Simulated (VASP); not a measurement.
Write the native input for VASP 6.6.1 that does the following.

* Task: relaxation of cell and atoms
* Functional: r2SCAN
* Potentials or basis: VASP PAW PBE potentials, release 64 (Cd)
* Cutoff: 600 eV
* k mesh: 8 × 8 × 8
* Occupations: methfessel-paxton, width 0.1 eV
* Spin: no spin polarisation
* Dipole correction: no
* Further INCAR settings: ALGO = Normal; EDIFF = 1e-06; IBRION = 2; EDIFFG = -0.02; NSW = 60; ISIF = 3

The system is Cd.

```
Cd
1.0
    -1.78432    1.78432    1.78432
     1.78432   -1.78432    1.78432
     1.78432    1.78432   -1.78432
Cd
1
Direct
  0.00000 0.00000 0.00000
```

This isn't the form of Cd at room conditions, which is hcp.

These files were run (other wordings do the same):

POSCAR

```
Cd
1.0
   -1.7843220000      1.7843220000      1.7843220000
    1.7843220000     -1.7843220000      1.7843220000
    1.7843220000      1.7843220000     -1.7843220000
Cd
1
Direct
    0.0000000000      0.0000000000      0.0000000000
```

INCAR.step1

```
ALGO = Normal
EDIFF = 1E-4
ENCUT = 600
GGA = PE
ISMEAR = 1
LASPH = T
LCHARG = F
LREAL = F
LWAVE = T
NELM = 100
PREC = Accurate
SIGMA = 0.1
```

INCAR.step2

```
ALGO = Normal
EDIFF = 1E-6
EDIFFG = -0.02
ENCUT = 600
IBRION = 2
ISIF = 3
ISMEAR = 1
ISTART = 1
LASPH = T
LCHARG = F
LMIXTAU = T
LREAL = F
LWAVE = F
METAGGA = R2SCAN
NELM = 100
NSW = 60
PREC = Accurate
SIGMA = 0.1
```

KPOINTS

```
k-points
0
Gamma
  8 8 8
```

Potentials or basis: VASP PAW PBE potentials, release 64 (Cd).

Command:

```console
$ cat potpaw_PBE.64/Cd/POTCAR > POTCAR
$ cp INCAR.step1 INCAR
$ mpirun -np 1 vasp_std > vasp.out
$ cp INCAR.step2 INCAR
$ mpirun -np 1 vasp_std > vasp.out
```

Results of the run:

- Relaxed volume: 21.95 Å³/atom
- Relaxed cell: a = 3.055 Å, b = 3.055 Å, c = 3.055 Å, α = 109.47°, β = 109.47°, γ = 109.47°
- Space group after relaxing (to 0.05 Å): Im-3m (No. 229)
- Energy gained by relaxing: 4.4 meV/atom
- Ionic steps: 3
- Pressure after relaxing: 0.0 GPa
- Band gap on the k mesh: none (metal or under the smearing width)

Caveat: the PAW data sets were made with another functional, which shifts forces and pressure a little.

Wall time 2 min on 1 thread of Intel(R) Xeon(R) Platinum 8488C (Sapphire Rapids) (shared host), peak memory 0.17 GiB.
